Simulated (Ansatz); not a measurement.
# AlNi (P4/mmm) in Ansatz: notebook

One crystal, AlNi, is run at these levels: PBEsol; tasks: band structure.

Program: Ansatz 0.2.0. These are calculated values, not measurements. Logs are shortened: lines on timing, memory, paths and dates and some standing lists are left out, and cuts for length are marked.

**1. The crystal as given**

It takes space group P4/mmm (No. 123, tetragonal). Conventional cell: a = 2.881 Å, b = 2.881 Å, c = 2.766 Å, α = 90.00°, β = 90.00°, γ = 90.00°. Around Ni (site symmetry 4/mmm) lie 8 Al at 2.46 Å and 2 Ni at 2.77 Å. Al (site symmetry 4/mmm) is surrounded by 8 Ni at 2.46 Å and 2 Al at 2.77 Å.

**2. Band structure, PBEsol, collinear spin, ferromagnetic start, 11.48 Å³/atom**

File input.yaml:

```yaml
crystal:
  lattice:
    - [2.881, 0.0, 0.0]
    - [0.0, 2.881, 0.0]
    - [0.0, 0.0, 2.76576]
  atoms:
    - { symbol: Ni, position: [0.5, 0.5, 0.5], spin: 1.0 }
    - { symbol: Al, position: [0.0, 0.0, 0.0] }
hamiltonian:
  xc: pbesol
  pseudopotentials: { kind: paw }
magnetization:
  spin_polarized: true
kpoints:
  mp_grid: { grid: [8, 8, 8] }
  band_path:
    path:
      - [[0.0, 0.0, 0.0], [0.0, 0.5, 0.0], [0.5, 0.5, 0.0], [0.0, 0.0, 0.0], [0.0, 0.0, 0.5], [0.0, 0.5, 0.5], [0.5, 0.5, 0.5], [0.0, 0.0, 0.5]]
      - [[0.0, 0.5, 0.0], [0.0, 0.5, 0.5]]
      - [[0.5, 0.5, 0.0], [0.5, 0.5, 0.5]]
    npoints: 14
scf:
  occupations: { method: fermi_dirac, width: 0.05 }
  n_extra_bands: 6
output:
  forces: true
  stress: true
  eigenvalues: true
  fatbands: true
  write_density: true
  write_potential: true
  elf: true
  volumetric_format: npy
```

Potentials or basis: Ansatz PAW.

Launch:

```console
ansatz run input.yaml --threads 2 --pin off --max-ram 5632MiB --backend cpu --events-out ev --progress --plain --runs-dir out
```

Standard output:

```text
Warning: RAYON_NUM_THREADS=2 ignored (pool sized by the plan → 2); use --threads N
scf.n_extra_bands = 6 over 11 filled bands (N_el = 21.0): the run solves 17 bands
Engine: ansatz 0.2.0, aarch64-unknown-linux-gnu
Pseudopotentials: kind: paw
Pseudopotential: Ni, paw, valence charge 18, recommended cutoff 420 eV (normal), Ni.paw.azcp
Pseudopotential: Al, paw, valence charge 3, recommended cutoff 420 eV (normal), Al.paw.azcp
Functional definition: PBEsol
  exchange = pbesol_x
  correlation = pbesol_c
Crystal: 2 atoms, lattice volume = 22.956 Å³
Basis set: ecut = 420 eV, 461 PW (Γ), exchange–correlation on 40×40×40 points (8 copies of the dense FFT grid, shifted against one another)
Bands: 17, of which v1, the nominal top of the filled ones, is band 11 counted from 1 (10 counted from 0)
Symmetry: 16 space group operations
Space group: P4/mmm (ITA 123), of the structure as read, at distance tolerance 2.8e-5 Å
Magnetic group: BNS 123.339 (UNI 999), of the structure as read, at distance tolerance 2.8e-5 Å
k-points: 75 of 512
Non-local potential: Ni, projectors of the file, l = 0: 3, l = 1: 2, l = 2: 3, l = 3: 1
Non-local potential: Al, projectors of the file, l = 0: 2, l = 1: 2, l = 2: 1
PAW form: soft (Blöchl's): semilocal exchange-correlation on the pseudo side does not see the compensation charge
PAW frozen core: Ni, regenerated for the run's functional, and the local potential with it (the file was generated under x = pbe(κ = 0.804, μ = 0.2195149727645171), c = pbe(β = 0.06672455060314922))
PAW frozen core: Al, regenerated for the run's functional, and the local potential with it (the file was generated under x = pbe(κ = 0.804, μ = 0.2195149727645171), c = pbe(β = 0.06672455060314922))
PAW one-centre angular grid: Ni, 590 points (default); XC on 64 Gauss nodes
PAW one-centre angular grid: Al, 110 points (default); XC on 64 Gauss nodes
Initial density: superposition of atomic densities (chi_scale 0.1, normalization cell)
Starting moments: Σ|m| = 1 μB on 1 of 2 sites
Initial wavefunctions: pseudopotential atomic-orbital guess
Functional: x = pbesol(κ = 0.804, μ = 0.12345679012345678), c = pbesol(β = 0.046)
SCF iter   1: F=—  HF=-6329.783806 eV  |F-HF|=—  |Δ(HF+E_count)|=         —  Δρ=1.12e-1 (↑1.12e-1 ↓3.81e-2)  dr2=1.14e0  dr2_m=1.06e0  M=0.233 μB ∫|m|=0.272 μB  β_m=0.30  ethr=3.10e-3  ⟨swp⟩=4.9  Hψ=11351  notcnv=0  defer=7
Mixer restart at iter 1: flushing history
preconditioner: auto → none  [metal: Δε(μ)=0.009 eV  Ē_g=11.765 eV  σ=0.050 eV  W_gap=0.04  n_scr=6 (ndim 8)  ℏωp=27.9 eV  f_vac=0.000  D(μ)=1.39/eV (n_scr^D=18)  sad-step TF]
SCF iter   2: F=—  HF=-6329.394755 eV  |F-HF|=—  |Δ(HF+E_count)|=   3.89e-1  Δρ=8.22e-2 (↑4.01e-2 ↓8.22e-2)  dr2=4.86e-1  dr2_m=7.46e-1  M=0.155 μB ∫|m|=0.170 μB  β_m=0.40  ethr=3.10e-3  ⟨swp⟩=2.4  Hψ=5275  notcnv=0  defer=219
SCF iter   3: F=—  HF=-6330.237654 eV  |F-HF|=—  |Δ(HF+E_count)|=   8.43e-1  Δρ=4.68e-2 (↑4.68e-2 ↓3.62e-2)  dr2=5.80e-2  dr2_m=3.52e-1  M=0.124 μB ∫|m|=0.135 μB  β_m=0.63  ethr=2.32e-3  ⟨swp⟩=2.5  Hψ=4555  notcnv=0  defer=217
SCF iter   4: F=—  HF=-6330.780537 eV  |F-HF|=—  |Δ(HF+E_count)|=   5.43e-1  Δρ=2.08e-2 (↑6.93e-3 ↓2.08e-2)  dr2=3.80e-2  dr2_m=3.89e-2  M=0.038 μB ∫|m|=0.040 μB  β_m=0.72  ethr=2.76e-4  ⟨swp⟩=2.8  Hψ=5053  notcnv=0  defer=217
SCF iter   5: F=—  HF=-6330.850591 eV  |F-HF|=—  |Δ(HF+E_count)|=   7.01e-2  Δρ=2.79e-3 (↑2.68e-3 ↓2.79e-3)  dr2=1.46e-4  dr2_m=1.55e-3  M=0.009 μB ∫|m|=0.009 μB  β_m=0.78  ethr=1.81e-4  ⟨swp⟩=2.7  Hψ=4429  notcnv=0  defer=217
SCF iter   6: F=—  HF=-6330.852216 eV  |F-HF|=—  |Δ(HF+E_count)|=   1.63e-3  Δρ=9.26e-4 (↑9.26e-4 ↓3.83e-4)  dr2=2.44e-4  dr2_m=1.78e-5  M=0.002 μB ∫|m|=0.002 μB  β_m=0.89  ethr=6.93e-7  ⟨swp⟩=2.0  Hψ=5605  notcnv=0  defer=219
SCF iter   7: F=—  HF=-6330.852170 eV  |F-HF|=—  |Δ(HF+E_count)|=   4.61e-5  Δρ=9.95e-5 (↑9.95e-5 ↓5.80e-5)  dr2=3.61e-6  dr2_m=1.43e-7  M=0.000 μB ∫|m|=0.000 μB  β_m=0.84  ethr=6.93e-7  ⟨swp⟩=1.6  Hψ=2910  notcnv=0  defer=219
SCF iter   8: F=—  HF=-6330.852178 eV  |F-HF|=—  |Δ(HF+E_count)|=   7.50e-6  Δρ=8.32e-6 (↑8.32e-6 ↓7.60e-6)  dr2=2.62e-8  dr2_m=3.44e-9  M=0.000 μB ∫|m|=0.000 μB  β_m=0.92  ethr=1.72e-8  ⟨swp⟩=2.2  Hψ=3257  notcnv=0  defer=219
SCF iter   9: F=—  HF=-6330.852178 eV  |F-HF|=—  |Δ(HF+E_count)|=   7.88e-8  Δρ=5.33e-6 (↑5.33e-6 ↓5.22e-6)  dr2=1.92e-8  dr2_m=7.81e-11  M=0.000 μB ∫|m|=0.000 μB  β_m=0.88  ethr=1.25e-10  ⟨swp⟩=2.2  Hψ=3785  notcnv=0  defer=219
SCF iter  10: F=-6330.852178 eV  HF=-6330.852178 eV  |F-HF|=2.97e-10  |Δ(HF+E_count)|=   1.11e-9  Δρ=7.43e-7 (↑6.70e-7 ↓7.43e-7)  dr2=2.69e-10  dr2_m=1.07e-12  M=0.000 μB ∫|m|=0.000 μB  ethr=9.15e-11  ⟨swp⟩=9.7  Hψ=14121  notcnv=0
SCF 1 converged in 10 iterations: F = -6330.852178 eV  dr2 = 2.69e-10
WARN: the starting moments were not kept: the SCF closed with an absolute magnetisation of 8.9e-7 μB, where they sum to 1 μB in size (1 site). That is at most 0.1 of that sum. Measured as dr2_m measures the in/out step, that magnetisation stands 2.0e-13 eV from none, at or under the dr2_threshold of 1.0e-7 eV: it is no larger than a step whose dr2_m would equal this threshold. The system may hold no moment; this SCF shows only that its start led to no more than that. To try another start: raise the starting moments (crystal.atoms[].spin, magnetization.per_species, magnetization.initial_magnetization, or on a non-collinear deck that types none of these the spinor_matrix: blocks that start its atoms; where the total moment is fixed, keep their sum and leave initial_magnetization as it is; typed ones take the place of any that the run laid by itself, positive ones on a crystal's lanthanoids without a Hubbard term where scf.initial_density.shell_occupations: [] is typed) or, if the notice of its spin-set hold's release reads "site moments contracting" or "site moments show no strong build", lengthen the hold (scf.mixing.spin_hold: { on: { confirm: 4 } }; for m-r²SCAN on two components see the key's manual first). Each may lead to a state that holds a moment. A second SCF, from the converged charge density, with the starting moments and any scf.initial_density.shell_occupations laid on it anew, would have followed, and was not run: the deck does not ask for one (magnetization.retry_lost_moments is false, the default). To let it run, set magnetization.retry_lost_moments: true and run the deck again, where that key's refused combinations let it; where memory then withholds it, that run's warning says so.
NSCF: frozen V_eff on 129 k-points
SCF converged after 10 iterations
Magnetization: 0.0000 μB (10.5000 up, 10.5000 down)
Absolute magnetization: 0.0000 μB (∫|ρ↑−ρ↓|, with the PAW one-centre terms)
Spin contamination: 0.0000 ħ² per cell (⟨S²⟩ above its minimum at these occupations)
Per-site moments (μB) at R_I (Å): [(-6.646182306788136e-8, 1.0156582333256228), (2.1016145468335138e-7, 1.0156582333256228)]
Free energy (F): -6330.852178 eV
Harris-Foulkes:  -6330.852178 eV  (|F-HF|=2.97e-10)
Internal energy: -6330.842538 eV  (E = F + TS)
E sigma→0 (E₀):  -6330.847358 eV
Entropy (-TS):   -0.009640 eV (-4.820 meV/atom)
Fermi energy:    14.497698 eV
--- Per-component energies (eV) ---
  E_band       = -325.204619
  E_kinetic    = 312.968076
  E_local      = -4390.745661  (includes V_loc(G=0)·N_el)
  E_nonlocal   = 648.582081
  E_hartree    = 1889.072881
  E_xc         = -126.309049
  E_vxc        = -141.661180  (∫ρ·V_xc dr)
  E_paw        = -2052.646366  (= ΣΔE_a)
  E_vpaw       = -532.495550  (= ΣTr[D̂ρ^β])
  E_aug_tail   = 0.000441  (compensation charges beyond the density's cutoff)
  E_ewald      = -2611.981368
  E_core_change = 0.216428  (= ΣΔE_core)
  E_smearing   = -0.009640  (= −TS)
  E_closure    = 0.000000  (closes the sum)
  Σ components = -6330.852178   (vs F -6330.852178, Δ=0.00e0)
--- Forces (eV/Å), atoms counted from 1 ---
  atom   1  Ni     0.00000000    -0.00000000    -0.00000000
  atom   2  Al     0.00000000     0.00000000     0.00000000
  max |Σ_I F_I| component: 5.09e-29 eV/Å
--- Stress (GPa, compression-positive) ---
        3.474785      -0.000000      -0.000000
       -0.000000       3.474785      -0.000000
       -0.000000      -0.000000       5.176793
  P = ⅓ Tr σ = 4.0421 GPa (40.421 kbar)
--- Band table (eV; the first three rows and the last of 150) ---
  k-point 0 ↑: bands = ["-88.5386", "-49.1038", "-49.0771", "-49.0771", "3.1030", "11.1065", "11.1085", "12.8716", "12.9788", "12.9788", "19.7133", "19.7133", "21.2418", "22.6478", "22.8913", "29.0749", "35.0503"]
  k-point 1 ↑: bands = ["-88.5382", "-49.1093", "-49.0766", "-49.0766", "3.4148", "11.1103", "11.1891", "12.8271", "12.8271", "12.8893", "18.6720", "20.1262", "20.1262", "22.6713", "24.7846", "30.4979", "33.5709"]
  k-point 2 ↑: bands = ["-88.5373", "-49.1227", "-49.0755", "-49.0755", "4.3339", "10.8719", "11.3909", "12.4996", "12.4996", "12.9324", "15.8780", "21.2450", "21.2450", "22.7376", "26.2930", "30.4225", "30.4225"]
  k-point 74 ↓: bands = ["-88.5331", "-49.1372", "-49.0950", "-49.0950", "10.2395", "10.2395", "10.2647", "13.5009", "13.5670", "16.4581", "16.4581", "16.5299", "18.6464", "18.9345", "19.3678", "19.3678", "22.5449"]
```

It took 5.1 s on 2 threads of Arm Neoverse V2, shared host; peak memory 0.31 GiB.

Results:

* Free energy: -6330.8522 eV
* Pressure: 4.0 GPa
* Band gap on the k mesh: none (metal or under the smearing width)
* Net moment: 0.00 μB per cell
* Absolute moment: 0.00 μB per cell

Caveat: the PAW data sets come from PBE, with cores solved anew for the run's functional, which leaves a small shift of forces and pressure; the starting moments weren't kept.

**3. Band structure, PBEsol, collinear spin, ferromagnetic start, 11.72 Å³/atom**

input.yaml: that of step 2 with these lines changed.

```diff
@@ -4,3 +4,3 @@
     - [0.0, 2.881, 0.0]
-    - [0.0, 0.0, 2.76576]
+    - [0.0, 0.0, 2.82338]
   atoms:
@@ -28,3 +28,3 @@
   eigenvalues: true
-  fatbands: true
+  fatbands: false
   write_density: true
```

Potentials or basis: Ansatz PAW.

Launch:

```console
ansatz run input.yaml --threads 2 --pin off --max-ram 5632MiB --backend cpu --events-out ev --progress --plain --runs-dir out
```

Run time: 4.2 s. Hardware: 2 threads of Arm Neoverse V2, shared host; peak memory 0.31 GiB.

It converged, with:

* Free energy: -6330.8612 eV
* Pressure: 0.3 GPa
* Band gap on the k mesh: none (metal or under the smearing width)
* Net moment: 0.00 μB per cell
* Absolute moment: 0.00 μB per cell

Caveat: the PAW data sets come from PBE, with cores solved anew for the run's functional, which leaves a small shift of forces and pressure; the starting moments weren't kept.
